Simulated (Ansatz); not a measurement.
## Ta$_{4}$N$_{5}$ (I4/m): electronic heat capacity and spin susceptibility from the density of states

Theory: DFT r2SCAN, scalar-relativistic, plane waves, PAW (Ansatz 0.2.0).

Cutoff 500 eV; k points 10×10×10 on the computed 9-atom cell (Γ-centred); Gaussian smearing, width 0.10 eV; no spin polarisation.

Relaxed cell: I4/m, a = 6.865 Å, b = 6.865 Å, c = 4.264 Å, α = 90.00°, β = 90.00°, γ = 90.00°, 9 atoms in the primitive cell. Whether it is the stable form of this composition wasn't checked.

The density of states at the Fermi level is 1.469 states/eV in the cell of 9 atoms (1 formula unit; both spins, tetrahedra on a 15×15×15 mesh). Averaged over bins of 0.1 eV the density runs from 1.3 to 1.9 states/eV within 0.2 eV of the Fermi level, so the figure hangs on the exact place of that level.

What Sommerfeld coefficient and Pauli susceptibility does this give?

Per formula unit N(E_F) = 1.469 states/eV. γ = (π²/3) k_B² N(E_F) N_A = 2.357 mJ/(mol K²) per state/eV, so γ = 3.5 mJ/(mol K²), a mole of formula units. χ_P = μ_B² N(E_F) N_A = 3.23×10⁻⁵ emu/mol per state/eV gives 4.7×10⁻⁵ emu/mol. This is the bare band result: a measured γ of the same phase is as a rule larger by a factor 1 + λ from phonons and spin fluctuations, the spin part of χ is larger by the Stoner factor, and a measured χ also holds orbital and core terms. N(E_F) at one energy is sensitive to the mesh where the density of states has sharp peaks.

Spin-orbit coupling is left out, which matters for the bands of heavy elements.

Cost: 1 run of about 3.3 core-minutes, on AMD EPYC 9R45 (Zen 5) (shared hosts).